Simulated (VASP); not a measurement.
# AlP in VASP: further runs

One slab, AlP, is run at these levels: PBEsol; tasks: work function.

Program: VASP 6.6.1. These are calculated values, not measurements. Logs are shortened: lines on timing, memory, paths and dates and some standing lists are left out, and cuts for length are marked.

## Step 1: The slab as given

The cell holds a slab with vacuum, 16 atoms: a = 5.451 Å, b = 3.854 Å, c = 29.491 Å, α = 90.00°, β = 90.00°, γ = 90.00°.

## Step 2: Work function, PBEsol

Contents of INCAR:

```
PREC = Accurate ; ENCUT = 520
EDIFF = 1E-6 ; ISMEAR = 0
SIGMA = 0.05 ; LREAL = False
LASPH = True ; NELM = 100
ALGO = Normal ; ISIF = 2
LWAVE = False ; LCHARG = True
LDIPOL = True ; IDIPOL = 3
DIPOL = 0.5 0.5 0.500 ; GGA = PS
LVHAR = True ; LVACPOTAV = True
KPAR = 8
```

Contents of KPOINTS:

```
regular mesh
0
Gamma
  4 6 1
```

Contents of POSCAR:

```
AlP                                     
1.0
    5.4510000000      0.0000000000      0.0000000000
    0.0000000000      3.8544390640      0.0000000000
    0.0000000000      0.0000000000     29.4905367250
  Al              P             
     8     8
Direct
     0.5617697304330913    0.5000000000000000    0.2855289978740027
     0.9835653799033329    0.0000000000000000    0.3323022158710041
     0.4881493639706207    0.5000000000000000    0.4023275605623793
     0.9870160994172916    0.0000000000000000    0.4663293306116631
     0.4870160994172915    0.5000000000000000    0.5336706693883366
     0.9881493639706209    0.0000000000000000    0.5976724394376204
     0.4835653799033328    0.5000000000000000    0.6676977841289958
     0.0617697304330912    0.0000000000000000    0.7144710021259971
     0.7648214001111562    0.0000000000000000    0.2631946427590869
     0.2348483680402614    0.5000000000000000    0.3364579913921326
     0.7413991131040661    0.0000000000000000    0.4001333722749537
     0.2384305450201799    0.5000000000000000    0.4677432235523153
     0.7384305450201801    0.0000000000000000    0.5322567764476845
     0.2413991131040662    0.5000000000000000    0.5998666277250465
     0.7348483680402614    0.0000000000000000    0.6635420086078673
     0.2648214001111561    0.5000000000000000    0.7368053572409129
```

Potentials or basis: VASP PAW PBE potentials, release 64 (Al, P).

Launch:

```sh
$ cat potpaw_PBE.64/Al/POTCAR potpaw_PBE.64/P/POTCAR > POTCAR
$ mpirun -np 8 vasp_std > vasp.out
```

OUTCAR:

```text
PREC = Accurate
   ENCUT = 520
   EDIFF = 1E-6
   ISMEAR = 0
   LREAL = False
   LASPH = True
   NELM = 100
   ISIF = 2
   GGA = PS

 ion  position               nearest neighbor table
   1  0.562  0.500  0.286-   9 2.32   9 2.32  10 2.33   2 3.30   2 3.30
   2  0.984  0.000  0.332-   9 2.36  10 2.37  10 2.37  11 2.40   1 3.30   1 3.30
   3  0.488  0.500  0.402-  12 2.36  11 2.37  11 2.37  10 2.38
   4  0.987  0.000  0.466-  12 2.37  12 2.37  11 2.37  13 2.37
   5  0.487  0.500  0.534-  13 2.37  13 2.37  14 2.37  12 2.37
   6  0.988  0.000  0.598-  13 2.36  14 2.37  14 2.37  15 2.38
   7  0.484  0.500  0.668-  16 2.36  15 2.37  15 2.37  14 2.40   8 3.30   8 3.30
   8  0.062  0.000  0.714-  16 2.32  16 2.32  15 2.33   7 3.30   7 3.30
   9  0.765  0.000  0.263-   1 2.32   1 2.32   2 2.36
  10  0.235  0.500  0.336-   1 2.33   2 2.37   2 2.37   3 2.38
  11  0.741  0.000  0.400-   4 2.37   3 2.37   3 2.37   2 2.40
  12  0.238  0.500  0.468-   3 2.36   4 2.37   4 2.37   5 2.37
  13  0.738  0.000  0.532-   6 2.36   5 2.37   5 2.37   4 2.37
  14  0.241  0.500  0.600-   5 2.37   6 2.37   6 2.37   7 2.40
  15  0.735  0.000  0.664-   8 2.33   7 2.37   7 2.37   6 2.38
  16  0.265  0.500  0.737-   8 2.32   8 2.32   7 2.36

  LATTYP: Found a simple orthorhombic cell.
 ALAT       =     3.8544390640
 B/A-ratio  =     1.4142135625
 C/A-ratio  =     7.6510579712

  Lattice vectors:

 A1 = (   0.0000000000,  -3.8544390640,   0.0000000000)
 A2 = (   5.4510000000,   0.0000000000,   0.0000000000)
 A3 = (   0.0000000000,   0.0000000000,  29.4905367250)

Analysis of symmetry for initial positions (statically):
=====================================================================
 Subroutine PRICEL returns:
 Original cell was already a primitive cell.

 Routine SETGRP: Setting up the symmetry group for a
 simple orthorhombic supercell.

 Subroutine GETGRP returns: Found  4 space group operations
 (whereof  2 operations were pure point group operations)
 out of a pool of  8 trial point group operations.

The static configuration has the point symmetry C_1h.
 The point group associated with its full space group is C_2v.

Analysis of symmetry for dynamics (positions and initial velocities):
=====================================================================
 Subroutine PRICEL returns:
 Original cell was already a primitive cell.

 Routine SETGRP: Setting up the symmetry group for a
 simple orthorhombic supercell.

 Subroutine GETGRP returns: Found  4 space group operations
 (whereof  2 operations were pure point group operations)
 out of a pool of  8 trial point group operations.

The dynamic configuration has the point symmetry C_1h.
 The point group associated with its full space group is C_2v.

 Subroutine INISYM returns: Found  4 space group operations
 (whereof  2 operations are pure point group operations),
 and found     1 'primitive' translations

----------------------------------------------------------------------------------------

                                     Primitive cell

  volume of cell :     619.6123

  direct lattice vectors                    reciprocal lattice vectors
     5.451000000  0.000000000  0.000000000     0.183452578  0.000000000  0.000000000
     0.000000000  3.854439064  0.000000000     0.000000000  0.259441123  0.000000000
     0.000000000  0.000000000 29.490536725     0.000000000  0.000000000  0.033909183

  length of vectors
     5.451000000  3.854439064 29.490536725     0.183452578  0.259441123  0.033909183

  position of ions in fractional coordinates (direct lattice)
     0.561769730  0.500000000  0.285528998
     0.983565380  0.000000000  0.332302216
     0.488149364  0.500000000  0.402327561
     0.987016099  0.000000000  0.466329331
     0.487016099  0.500000000  0.533670669
     0.988149364  0.000000000  0.597672439
[... 8 lines left out ...]
     0.734848368  0.000000000  0.663542009
     0.264821400  0.500000000  0.736805357

  ion indices of the primitive-cell ions
   primitive index   ion index
                 1           1
                 2           2
                 3           3
                 4           4
                 5           5
                 6           6
[... 8 lines left out ...]
                15          15
                16          16

----------------------------------------------------------------------------------------

 KPOINTS: regular mesh

Automatic generation of k-mesh.
 Grid dimensions read from file:
 generate k-points for:    4    6    1

 Generating k-lattice:

  Cartesian coordinates                     Fractional coordinates (reciprocal lattice)
     0.045863144  0.000000000  0.000000000     0.250000000  0.000000000  0.000000000
     0.000000000  0.043240187  0.000000000     0.000000000  0.166666667  0.000000000
     0.000000000  0.000000000  0.033909183     0.000000000  0.000000000  1.000000000

  Length of vectors
     0.045863144  0.043240187  0.033909183

  Shift w.r.t. Gamma in fractional coordinates (k-lattice)
     0.000000000  0.000000000  0.000000000

 Subroutine IBZKPT returns following result:
 ===========================================

 Found     12 irreducible k-points:

 Following reciprocal coordinates:
            Coordinates               Weight
  0.000000  0.000000  0.000000      1.000000
  0.250000  0.000000  0.000000      2.000000
  0.500000  0.000000  0.000000      1.000000
  0.000000  0.166667  0.000000      2.000000
  0.250000  0.166667  0.000000      4.000000
  0.500000  0.166667  0.000000      2.000000
  0.000000  0.333333  0.000000      2.000000
  0.250000  0.333333  0.000000      4.000000
  0.500000  0.333333  0.000000      2.000000
  0.000000  0.500000  0.000000      1.000000
  0.250000  0.500000  0.000000      2.000000
  0.500000  0.500000  0.000000      1.000000
   k-points           NKPTS =     12   k-points in BZ     NKDIM =     12   number of bands    NBANDS=     41
   number of dos      NEDOS =    301   number of ions     NIONS =     16
   total plane-waves  NPLWV = 282240
   dimension x,y,z NGX =    42 NGY =   30 NGZ =  224
   dimension x,y,z NGXF=    84 NGYF=   60 NGZF=  448
   ions per type =               8   8
   NGX,Y,Z   is equivalent  to a cutoff of  12.81, 12.94, 12.63 a.u.
   NGXF,Y,Z  is equivalent  to a cutoff of  25.62, 25.88, 25.25 a.u.
 SYSTEM =  unknown system
   PREC   = accura    normal or accurate (medium, high low for compatibility)
   ISTART =      0    job   : 0-new  1-cont  2-samecut
   ICHARG =      2    charge: 1-file 2-atom 10-const
   ISPIN  =      1    spin polarized calculation?
   LNONCOLLINEAR =      F non collinear calculations
   LSORBIT =      F    spin-orbit coupling
   LASPH  =      T    aspherical Exc in radial PAW
   ENCUT  =  520.0 eV  38.22 Ry    6.18 a.u.  10.14  7.17 54.83*2*pi/ulx,y,z
   NELM   =    100;   NELMIN=  2; NELMDL= -5     # of ELM steps
   EDIFF  = 0.1E-05   stopping-criterion for ELM
   LREAL  =      F    real-space projection
[... 7 lines left out ...]
   TEBEG  =    0.0;   TEEND  =   0.0 temperature during run
   PSTRESS=    0.0 pullay stress
   NELECT =      64.0000    total number of electrons
   NUPDOWN=      -1.0000    fix difference up-down
   EMIN   =  10.00;   EMAX   =-10.00  energy-range for DOS
   EFERMI =   0.00;   METHOD = LEGACY
   ISMEAR =     0;   SIGMA  =   0.05  broadening in eV -4-tet -1-fermi 0-gaus
   EFERMI_NEDOS =   21; number of points for ismear=-14 and -15
   IALGO  =     38    algorithm
   IMIX   =      4    mixing-type and parameters
     AMIX     =   0.40;   BMIX     =  1.00
     AMIX_MAG =   1.60;   BMIX_MAG =  1.00
  volume/ion in A,a.u.               =      38.73       261.33
  Fermi-wavevector in a.u.,A,eV,Ry     =   0.768118  1.451533  8.027516  0.590006
  Thomas-Fermi vector in A             =   1.868822
   LORBIT       =      0    0 simple, 1 ext, 2 COOP (PROOUT), +10 PAW based schemes
   GGA     = PS    functional components
   LHFCALC =     F    Hartree Fock is set to
   AEXX    =    0.0000 exact exchange contribution
   IVDW    =     0    specifies the selected vdW correction
   LEPSILON=     F    determine dielectric tensor
   LRPA    =     F    only Hartree local field effects (RPA)
 non-spin polarized calculation
 Gauss-broadening in eV      SIGMA  =   0.05
  energy-cutoff  :      520.00
  volume of cell :      619.61
 maximum number of plane-waves:     16746
 NGX is ok and might be reduce to    42
   NGX = 21   NGY = 15   NGZ =109

 number of electron      64.0000002 magnetization

 dipolmoment           0.000000      0.000000     -0.000000 electrons x Angstroem

 Free energy of the ion-electron system (eV)
  ---------------------------------------------------
  ext. energy  EPLUGINS =         0.00000000
  ---------------------------------------------------
  free energy    TOTEN  =       -85.34991789 eV

  energy without entropy =      -85.34991789  energy(sigma->0) =      -85.34991789

 E-fermi :  -0.0713     XC(G=0):  -5.3914

 val. band max:       -0.2937791982   @ k =   0.0000   0.0000   0.0000
 cond. band min:       0.7906242766   @ k =   0.0000   0.5000   0.0000
 fundamental gap:      1.0844034748
 Fermi energy:        -0.0713261601

 k-point     1 :       0.0000    0.0000    0.0000
  band No.  band energies     occupation
      1     -11.7345      2.00000
      2     -11.4642      2.00000
      3     -10.9975      2.00000
      4     -10.3674      2.00000
      5      -9.8483      2.00000
      6      -9.5345      2.00000
[... 33 lines left out ...]
     40       3.2433      0.00000
     41       3.7532      0.00000

 k-point     2 :       0.2500    0.0000    0.0000
  band No.  band energies     occupation
      1     -11.5052      2.00000
      2     -11.2474      2.00000
      3     -10.8163      2.00000
      4     -10.2721      2.00000
      5      -9.9666      2.00000
      6      -9.9267      2.00000
[... 429 lines left out ...]
     40       3.0937      0.00000
     41       3.3412      0.00000

 k-point    12 :       0.5000    0.5000    0.0000
  band No.  band energies     occupation
      1     -10.0618      2.00000
      2     -10.0618      2.00000
      3      -9.8486      2.00000
      4      -9.8486      2.00000
      5      -9.5824      2.00000
      6      -9.5824      2.00000
[... 33 lines left out ...]
     40       3.7536      0.00000
     41       4.0401      0.00000

------------------------ aborting loop because EDIFF is reached ----------------------------------------

  FORCE on cell =-STRESS in cart. coord.  units (eV):
  Direction    XX          YY          ZZ          XY          YZ          ZX
  --------------------------------------------------------------------------------------
  -------------------------------------------------------------------------------------
  Total       -0.3223296     -0.9853696     -0.1144399      0.0000000      0.0000000      0.0000000
  in kB       -0.8334714     -2.5479429     -0.2959157      0.0000000      0.0000000      0.0000000
  external PRESSURE =      -1.2257766 kB  Pullay stress =       0.0000000 kB

 VOLUME and BASIS-vectors are now :
 -----------------------------------------------------------------------------
  energy-cutoff  :      520.00
  volume of cell :      619.61
      direct lattice vectors                 reciprocal lattice vectors
     5.451000000  0.000000000  0.000000000     0.183452578  0.000000000  0.000000000
     0.000000000  3.854439064  0.000000000     0.000000000  0.259441123  0.000000000
     0.000000000  0.000000000 29.490536725     0.000000000  0.000000000  0.033909183

 POSITION                                       TOTAL-FORCE (eV/Angst)
 -----------------------------------------------------------------------------------
      3.06221      1.92722      8.42040         0.006331      0.000000      0.004121
      5.36141      0.00000      9.79977        -0.006897      0.000000      0.004541
      2.66090      1.92722     11.86486        -0.002961      0.000000      0.004491
      5.38022      0.00000     13.75230         0.007111      0.000000      0.004191
      2.65472      1.92722     15.73823         0.007111      0.000000     -0.004191
      5.38640      0.00000     17.62568        -0.002961      0.000000     -0.004491
[... 8 lines left out ...]
      4.00566      0.00000     19.56821         0.002063      0.000000      0.010482
      1.44354      1.92722     21.72879        -0.001541      0.000000     -0.000885
 -----------------------------------------------------------------------------------
    total drift:                                0.000234      0.000000     -0.000001

  FREE ENERGIE OF THE ION-ELECTRON SYSTEM (eV)
  ---------------------------------------------------
  free  energy   TOTEN  =       -85.3499178904 eV

  energy  without entropy=      -85.3499178904  energy(sigma->0) =      -85.34991789

 vacuum level on the upper side and lower side of the slab         5.386         5.386
```

It took 2.6 min on 8 MPI ranks of Intel Xeon Platinum 8259CL at 2.50GHz (Skylake/Cascade Lake), shared host; peak memory 0.7 GiB.

Results:

```yaml
Free_energy: -85.3499 eV
Largest_force: 0.011 eV/Å
Band_gap_on_the_k_mesh: 1.08 eV, indirect (least direct gap 1.58 eV)
Ionisation_potential_of_the_upper_face: 5.68 eV
```

Forces on the atoms (eV/Å):
```
Al   0.006  0.000  0.004
Al  -0.007  0.000  0.005
Al  -0.003  0.000  0.004
Al   0.007  0.000  0.004
Al   0.007  0.000 -0.004
Al  -0.003  0.000 -0.004
Al  -0.007  0.000 -0.005
Al   0.006  0.000 -0.004
P   -0.002  0.000  0.001
P    0.002  0.000 -0.010
P    0.002  0.000  0.005
P   -0.006  0.000  0.005
P   -0.006  0.000 -0.005
P    0.002  0.000 -0.005
P    0.002  0.000  0.010
P   -0.002  0.000 -0.001
```

Caveat: the PAW data sets were made with another functional, which shifts forces and pressure a little.

(Continued in part 2 of 2.)
